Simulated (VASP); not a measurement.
# NbAs (P6_3mc) in VASP: notebook, part 2 of 2

VASP 6.6.1.

## 3. Relaxation of cell and atoms, PBE

This run uses another cell than the first one, of 21.07 Å³/atom, 1.005 times its volume.

File INCAR:

```
SYSTEM = NbAs
PREC     = Accurate       ! precision mode
ENCUT    = 600            ! plane-wave cutoff, eV
EDIFF    = 1E-7           ! SCF threshold, eV
ISMEAR   = 0              ! smearing method
SIGMA    = 0.1            ! smearing width, eV
LREAL    = .False.        ! projectors in reciprocal space
LASPH    = .True.         ! aspherical terms in the spheres
NELM     = 100            ! most SCF steps
ALGO     = Fast           ! electronic algorithm
ISIF     = 3              ! what is computed and relaxed
LWAVE    = .False.        ! write WAVECAR
LCHARG   = .False.        ! write CHGCAR
GGA      = PE             ! functional
IBRION   = 2              ! ionic algorithm
NSW      = 100            ! ionic steps
EDIFFG   = -0.01          ! ionic threshold
```

File KPOINTS:

```
regular mesh
0
Gamma
  15 15 6
  0 0 0
```

File POSCAR:

```
NbAs
1.0
    3.4235354768      0.0000000000      0.0000000000
   -1.7117677384      2.9648686937      0.0000000000
    0.0000000000      0.0000000000      8.3044421314
Nb As
2 2
Direct
    0.3333333333      0.6666666667      0.3385547853
    0.6666666667      0.3333333333      0.8385547853
    0.3333333333      0.6666666667      0.0345801447
    0.6666666667      0.3333333333      0.5345801447
```

Potentials or basis: VASP PAW PBE potentials, release 64 (Nb_sv, As).

Launch:

```sh
cat potpaw_PBE.64/Nb_sv/POTCAR potpaw_PBE.64/As/POTCAR > POTCAR
mpirun -np 1 vasp_std > vasp.out
```

OUTCAR:

```text
SYSTEM = NbAs
   PREC = Accurate
   ENCUT = 600
   EDIFF = 1E-7
   ISMEAR = 0
   LREAL = .False.
   LASPH = .True.
   NELM = 100
   ISIF = 3
   GGA = PE
   IBRION = 2
   NSW = 100
   EDIFFG = -0.01

 ion  position               nearest neighbor table
   1  0.333  0.667  0.339-   3 2.52   4 2.56   4 2.56   4 2.56
   2  0.667  0.333  0.839-   4 2.52   3 2.56   3 2.56   3 2.56
   3  0.333  0.667  0.035-   1 2.52   2 2.56   2 2.56   2 2.56
   4  0.667  0.333  0.535-   2 2.52   1 2.56   1 2.56   1 2.56

  LATTYP: Found a hexagonal cell.
 ALAT       =     3.4235354768
 C/A-ratio  =     2.4256918579

  Lattice vectors:

 A1 = (   3.4235354768,   0.0000000000,   0.0000000000)
 A2 = (  -1.7117677384,   2.9648686937,   0.0000000000)
 A3 = (   0.0000000000,   0.0000000000,   8.3044421314)

Analysis of symmetry for initial positions (statically):
=====================================================================
 Subroutine PRICEL returns:
 Original cell was already a primitive cell.

 Routine SETGRP: Setting up the symmetry group for a
[... 186 lines left out ...]
  Total       -0.1079842     -0.1079842      0.1015548      0.0000000      0.0000000     -0.0000000
  in kB       -2.0524852     -2.0524852      1.9302789      0.0000000      0.0000000     -0.0000000
  external PRESSURE =      -0.7248972 kB  Pullay stress =       0.0000000 kB
[... 95 lines left out ...]
  FREE ENERGIE OF THE ION-ELECTRON SYSTEM (eV)
  ---------------------------------------------------
  free  energy   TOTEN  =       -29.4003828892 eV

  energy  without entropy=      -29.3887114757  energy(sigma->0) =      -29.39454718

[... ionic steps 4 to 16 ...]

--------------------------------------- Ionic step       17  -------------------------------------------

 number of electron      36.0000001 magnetization

------------------------ aborting loop because EDIFF is reached ----------------------------------------
[... 71 lines left out ...]
--------------------------------------- Ionic step       19  -------------------------------------------

 number of electron      36.0000001 magnetization

 Free energy of the ion-electron system (eV)
  ---------------------------------------------------
  ext. energy  EPLUGINS =         0.00000000
  ---------------------------------------------------
  free energy    TOTEN  =       -29.41305525 eV

  energy without entropy =      -29.40163947  energy(sigma->0) =      -29.40734736

 E-fermi :   7.1925     XC(G=0): -10.8329

 val. band max:        7.1910486249   @ k =   0.0667   0.0000   0.1667
 cond. band min:       7.1969558930   @ k =   0.0667   0.0667   0.1667
 fundamental gap:      0.0059072681
 Fermi energy:         7.1924745967

 k-point     1 :       0.0000    0.0000    0.0000
  band No.  band energies     occupation
      1     -47.7664      2.00000
      2     -47.7658      2.00000
      3     -23.9381      2.00000
      4     -23.9030      2.00000
      5     -23.6985      2.00000
      6     -23.6985      2.00000
[... 589 lines left out ...]
     21       8.7997      0.00000
     22       9.6109      0.00000

 [... further k-points ...]
[... 5 lines left out ...]
  --------------------------------------------------------------------------------------
  -------------------------------------------------------------------------------------
  Total        0.0132339      0.0132339      0.0297478      0.0000000      0.0000000      0.0000000
  in kB        0.2531518      0.2531518      0.5690455      0.0000000      0.0000000      0.0000000
  external PRESSURE =       0.3584497 kB  Pullay stress =       0.0000000 kB
[... 19 lines left out ...]
  FREE ENERGIE OF THE ION-ELECTRON SYSTEM (eV)
  ---------------------------------------------------
  free  energy   TOTEN  =       -29.4130552548 eV

  energy  without entropy=      -29.4016394742  energy(sigma->0) =      -29.40734736

 reached required accuracy - stopping structural energy minimisation
```

OSZICAR:

```text
N       E                     dE             d eps       ncg     rms          rms(c)
[... 336 lines left out ...]
RMM:   2    -0.294130591999E+02    0.43736E-04   -0.17465E-04  6546   0.139E-01    0.155E-02
RMM:   3    -0.294130570207E+02    0.21792E-05   -0.70578E-05  6598   0.695E-02    0.891E-03
RMM:   4    -0.294130559267E+02    0.10940E-05   -0.93882E-06  6670   0.267E-02    0.354E-03
RMM:   5    -0.294130557289E+02    0.19784E-06   -0.45946E-06  7023   0.139E-02    0.178E-03
RMM:   6    -0.294130556808E+02    0.48050E-07   -0.14444E-06  5507   0.757E-03    0.157E-03
RMM:   7    -0.294130554965E+02    0.18436E-06   -0.61410E-07  4276   0.545E-03    0.833E-04
RMM:   8    -0.294130552353E+02    0.26118E-06   -0.37468E-07  3907   0.464E-03    0.366E-04
RMM:   9    -0.294130552548E+02   -0.19538E-07   -0.20030E-07  3524   0.427E-03
  19 F= -.29413055E+02 E0= -.29407347E+02  d E =-.984897E-05
```

CONTCAR:

```text
NbAs
   1.00000000000000
     3.4036406942170618    0.0000000000000000    0.0000000000000000
    -1.7018203471085309    2.9476393065798177   -0.0000000000000000
    -0.0000000000000000    0.0000000000000000    8.3483339029048391
  Nb              As
     2     2
Direct
     0.3333333332999970    0.6666666667000030    0.3379899314444463
     0.6666666667000030    0.3333333332999970    0.8379899314444463
     0.3333333332999970    0.6666666667000030    0.0351449985555527
     0.6666666667000030    0.3333333332999970    0.5351449985555528

  0.00000000E+00  0.00000000E+00  0.00000000E+00
  0.00000000E+00  0.00000000E+00  0.00000000E+00
  0.00000000E+00  0.00000000E+00  0.00000000E+00
  0.00000000E+00  0.00000000E+00  0.00000000E+00
```

It took 48 min on 1 thread of Intel Xeon 6975P-C (Granite Rapids), shared host; peak memory 0.42 GiB.

What came out:

| Quantity | Value |
| --- | --- |
| Free energy | -29.4131 eV |
| Relaxed volume | 20.94 Å³/atom |
| Relaxed cell | a = 3.404 Å, b = 3.404 Å, c = 8.348 Å, α = 90.00°, β = 90.00°, γ = 120.00° |
| Space group after relaxing (to 0.05 Å) | P6_3mc (No. 186) |
| Energy gained by relaxing | 0.2 meV/atom |
| Ionic steps | 19 |
| Pressure after relaxing | 0.0 GPa |
| Band gap on the k mesh | none (metal or under the smearing width) |

Forces on the atoms (eV/Å):
```
Nb   0.000  0.000  0.003
Nb   0.000  0.000  0.003
As   0.000  0.000 -0.003
As   0.000  0.000 -0.003
```

Step by step:
| step | energy change (eV) | largest force (eV/Å) | pressure (GPa) | volume (Å³) |
| --- | --- | --- | --- | --- |
| 1 | 0.0000 | 0.0008 | -0.07 | 84.29 |
| 2 | -0.0003 | 0.0338 | -0.01 | 84.18 |
| 3 | 0.0118 | 0.0281 | 0.05 | 84.10 |
| 4 | -0.0001 | 0.1040 | 0.11 | 83.95 |
| 5 | 0.1861 | 0.0697 | 0.14 | 84.06 |
| 6 | -0.0004 | 0.0657 | -0.11 | 84.04 |
| 7 | -0.0004 | 0.0677 | 0.02 | 84.04 |
| 8 | -0.0005 | 0.0553 | 0.01 | 84.05 |
| 9 | -0.0006 | 0.0177 | -0.05 | 84.06 |
| 10 | -0.0006 | 0.0040 | -0.07 | 84.07 |
| 11 | -0.0007 | 0.0042 | -0.05 | 84.04 |
| 12 | -0.0007 | 0.0035 | 0.00 | 83.98 |
| 13 | -0.0007 | 0.0022 | 0.13 | 83.85 |
| 14 | -0.0007 | 0.0019 | 0.12 | 83.84 |
| 15 | -0.0008 | 0.0011 | 0.11 | 83.82 |
| 16 | -0.0008 | 0.0007 | 0.10 | 83.78 |
| 17 | -0.0008 | 0.0043 | 0.06 | 83.71 |
| 18 | -0.0008 | 0.0035 | 0.07 | 83.72 |
| 19 | -0.0009 | 0.0027 | 0.04 | 83.76 |

Final structure:
```yaml
crystal:
  lattice:
    - [3.40364, 0.00000, 0.00000]
    - [-1.70182, 2.94764, 0.00000]
    - [0.00000, 0.00000, 8.34833]
  atoms:
    - { symbol: Nb, position: [0.33333, 0.66667, 0.33799] }
    - { symbol: Nb, position: [0.66667, 0.33333, 0.83799] }
    - { symbol: As, position: [0.33333, 0.66667, 0.03515] }
    - { symbol: As, position: [0.66667, 0.33333, 0.53514] }
```
